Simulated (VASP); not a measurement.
Input of a VASP 6.6.1 run:

The input INCAR:

```
PREC     = Accurate       # precision mode
ENCUT    = 520            # plane-wave cutoff, eV
EDIFF    = 1E-7           # SCF threshold, eV
ISMEAR   = 0              # smearing method
SIGMA    = 0.15           # smearing width, eV
LREAL    = False          # projectors in reciprocal space
LASPH    = True           # aspherical terms in the spheres
NELM     = 80             # most SCF steps
ALGO     = Normal         # electronic algorithm
ISIF     = 2              # what is computed and relaxed
LWAVE    = False          # write WAVECAR
LCHARG   = False          # write CHGCAR
GGA      = PS             # functional
NBANDS   = 14             # bands
```

Contents of KPOINTS:

```
regular mesh
0
Gamma
  20 20 20
```

The input POSCAR:

```
TiB
1.0
    0.0000000000      1.9959500000      1.9959500000
    1.9959500000      0.0000000000      1.9959500000
    1.9959500000      1.9959500000      0.0000000000
Ti B
1 1
Direct
    0.7500000000      0.7500000000      0.7500000000
    0.0000000000      0.0000000000      0.0000000000
```

Potentials or basis: VASP PAW PBE potentials, release 64 (Ti_sv, B).

Launch:

```sh
$ cat potpaw_PBE.64/Ti_sv/POTCAR potpaw_PBE.64/B/POTCAR > POTCAR
$ mpirun -np 1 vasp_std > vasp.out
```

Task: Estimate the pressure.

Result: 191.3 GPa.

Task: Predict the band gap on the k mesh.

Result: None (metal or under the smearing width).

Caveat: the cell as given lies far from equilibrium; so large a pressure means that the cell lies far from this level's equilibrium, or that cutoff or potentials fall short; the potentials were made for another functional, which shifts forces and pressure.
